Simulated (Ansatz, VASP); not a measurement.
## Two plane-wave programs on Sn

The input INCAR:

```
SYSTEM = Sn
ALGO = Normal
EDIFF = 1E-6
ENCUT = 520
GGA = RE
ISIF = 2
ISMEAR = -1
LASPH = .TRUE.
LCHARG = .TRUE.
LELF = .TRUE.
LREAL = .FALSE.
LVHAR = .TRUE.
LWAVE = .FALSE.
NBANDS = 13
NELM = 80
PREC = Accurate
SIGMA = 0.1
```

The input KPOINTS:

```
k-points
0
G
  13 13 13
  0 0 0
```

File POSCAR:

```
Sn
1.0
    0.0000000000      2.4290145786      2.4290145786
    2.4290145786      0.0000000000      2.4290145786
    2.4290145786      2.4290145786      0.0000000000
Sn
1
Direct
    0.0000000000      0.0000000000      0.0000000000
```

Input for Ansatz:

```yaml
crystal:
  lattice:
    - [0.0, 2.4290145786, 2.4290145786]
    - [2.4290145786, 0.0, 2.4290145786]
    - [2.4290145786, 2.4290145786, 0.0]
  atoms:
    - { symbol: Sn, position: [0.0, 0.0, 0.0] }
hamiltonian:
  xc: revpbe
  pseudopotentials:
    kind: paw
    azcp:
      Sn: "pseudopotentials/Sn.paw.azcp"
basis:
  ecutwfc: 420
  fft_grid_basis: typed
kpoints:
  mp_grid: { grid: [13, 13, 13], shift: [0, 0, 0] }
magnetization:
  spin_polarized: false
scf:
  occupations: { method: fermi_dirac, width: 0.1 }
  lower_state_search: "off"
output:
  stress: true
```

Alike in both runs: task single point; functional revPBE; k mesh 13 × 13 × 13; occupations fermi-dirac, width 0.1 eV; no spin polarisation.

|  | VASP | Ansatz |
| --- | --- | --- |
| version | VASP 6.6.1 | Ansatz 0.2.0 |
| potentials or method | VASP PAW PBE potentials, release 64 (Sn_d) | plane waves (420 eV) with PAW, scalar-relativistic |
| plane-wave cutoff (eV) | 520 | 420 |
| valence electrons in the cell | 14 | 14 |

```csv
,VASP,Ansatz,Ansatz less VASP
pressure (GPa),0.0,0.0,-0.02
```

Caveats: the PAW data sets were made with another functional, which shifts forces and pressure a little (VASP).
